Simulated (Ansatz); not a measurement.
C: single point with HSE06

C:

```
C
1.0
     2.52210    0.00000    0.00000
    -1.26105    2.18420    0.00000
     0.00000    0.00000   12.35570
C
12
Direct
  0.66667 0.33333 0.35417
  0.33333 0.66667 0.85417
  0.66667 0.33333 0.14583
  0.33333 0.66667 0.64583
  0.66667 0.33333 0.47917
  0.33333 0.66667 0.97917
  0.66667 0.33333 0.02083
  0.33333 0.66667 0.52083
  0.00000 0.00000 0.81250
  0.00000 0.00000 0.31250
  0.00000 0.00000 0.68750
  0.00000 0.00000 0.18750
```

This is a hexagonal form of diamond, not graphite.

```
Program             : Ansatz 0.2.0
Task                : single point
Functional          : HSE06
Potentials or basis : Ansatz PAW
Cutoff              : 420 eV (not typed: the program's choice for these potentials)
k mesh              : 8 × 8 × 2
Occupations         : fermi-dirac, width 0.05 eV
Spin                : no spin polarisation
```

```yaml
Pressure: -7.9 GPa
Largest_force: 0.344 eV/Å
Band_gap_on_the_k_mesh: 5.51 eV, indirect (least direct gap 6.67 eV)
```

Forces on the atoms (eV/Å):
```
C    0.000  0.000  0.309
C    0.000  0.000  0.309
C    0.000  0.000 -0.309
C    0.000  0.000 -0.309
C    0.000  0.000 -0.024
C    0.000  0.000 -0.024
C    0.000  0.000  0.024
C    0.000  0.000  0.024
C    0.000  0.000  0.344
C    0.000  0.000  0.344
C    0.000  0.000 -0.344
C    0.000  0.000 -0.344
```

Stress tensor (GPa, compression positive):
```
-10.63   0.00   0.00
  0.00 -10.63   0.00
  0.00   0.00  -2.32
```

Levels at points of the mesh, in eV from the valence-band top:
| k point | band 22 | band 23 | band 24 | band 25 | band 26 | band 27 |
| --- | --- | --- | --- | --- | --- | --- |
| (0.00, 0.00, 0.00) | -0.15 | 0.00 | 0.00 | 6.67 | 6.67 | 7.06 |
| (0.00, 0.00, -0.50) | -0.35 | -0.35 | -0.35 | 7.09 | 7.09 | 7.09 |
| (0.00, -0.50, 0.00) | -4.42 | -3.95 | -3.16 | 5.68 | 6.31 | 6.46 |
| (0.00, -0.50, -0.50) | -4.11 | -3.54 | -3.54 | 5.86 | 5.86 | 7.14 |

It took 28 s on 1 × NVIDIA H100 80GB HBM3 with 2 threads of AMD EPYC 7R13 Processor (Zen 3), with other jobs on the host, peak memory 2.2 GiB.

Caveat: the pressure holds a Pulay correction of +0.8 GPa for the finite cutoff; the PAW data sets come from PBE, with cores solved anew for the run's functional, which leaves a small shift of forces and pressure; the thresholds are loose for stress. A k mesh can miss the band edges.
